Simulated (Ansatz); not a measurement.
# C: the cost of one run

Program: Ansatz 0.2.0. Level of theory: DFT PBEsol, scalar-relativistic, plane waves, PAW. These are calculated values, not measurements.

6 further runs of the same task are left out: 3 that didn't finish, 3 set aside as unsound or not needed.

### Step 1. The system as given

Symmetry: R-3m, No. 166, trigonal system. The conventional cell has a = 2.459 Å, b = 2.459 Å, c = 10.794 Å, α = 90.00°, β = 90.00°, γ = 120.00°. C (site symmetry 3m) is surrounded by 3 C at 1.42 Å.

As a file:

```cif
data_structure
_symmetry_space_group_name_H-M 'R-3m:H'
_symmetry_Int_Tables_number 166
_cell_length_a 2.4589
_cell_length_b 2.4589
_cell_length_c 10.7943
_cell_angle_alpha 90.000
_cell_angle_beta 90.000
_cell_angle_gamma 120.000
_cell_volume 56.52
loop_
_atom_site_label
_atom_site_type_symbol
_atom_site_symmetry_multiplicity
_atom_site_Wyckoff_symbol
_atom_site_fract_x
_atom_site_fract_y
_atom_site_fract_z
_atom_site_occupancy
C1 C 6 c 0.33333 0.66667 0.83331 1
```

It is built from the cell relaxed beforehand with the same method (9.42 Å³/atom).

### Step 2. The undisturbed cell

Contents of input.yaml:

```yaml
crystal:
  lattice:
    - [-2.458910253, 0.0, 0.0]
    - [-1.2294551265, -2.1294787447, 0.0]
    - [0.0, 0.0, 10.7943044874]
  atoms:
    - { symbol: C, position: [0.6666666667, 0.6666666667, 0.4999729354] }
    - { symbol: C, position: [1.0, 0.0, 0.166639602] }
    - { symbol: C, position: [0.3333333333, 0.3333333333, 0.8333062687] }
    - { symbol: C, position: [0.6666666667, 0.6666666667, 0.1666937313] }
    - { symbol: C, position: [1.0, 1.0, 0.833360398] }
    - { symbol: C, position: [0.3333333333, 0.3333333333, 0.5000270646] }
basis:
  ecutwfc: 420
kpoints:
  mp_grid: { grid: [15, 15, 3] }
hamiltonian:
  xc: pbesol
scf:
  occupations: { method: gaussian, width: 0.05 }
output:
  forces: true
  stress: true
  eigenvalues: true
  write_density: true
  write_potential: true
  elf: true
  volumetric_format: npy
```

Launch:

```sh
ansatz run input.yaml --threads 2 --pin off --max-ram 5120MiB --backend cpu --events-out ev --progress --plain --runs-dir out
```

Q: Estimate wall time and peak memory on 2 threads of Arm Neoverse V2, shared host.

About 2.1 s, with a peak of 0.34 GiB.
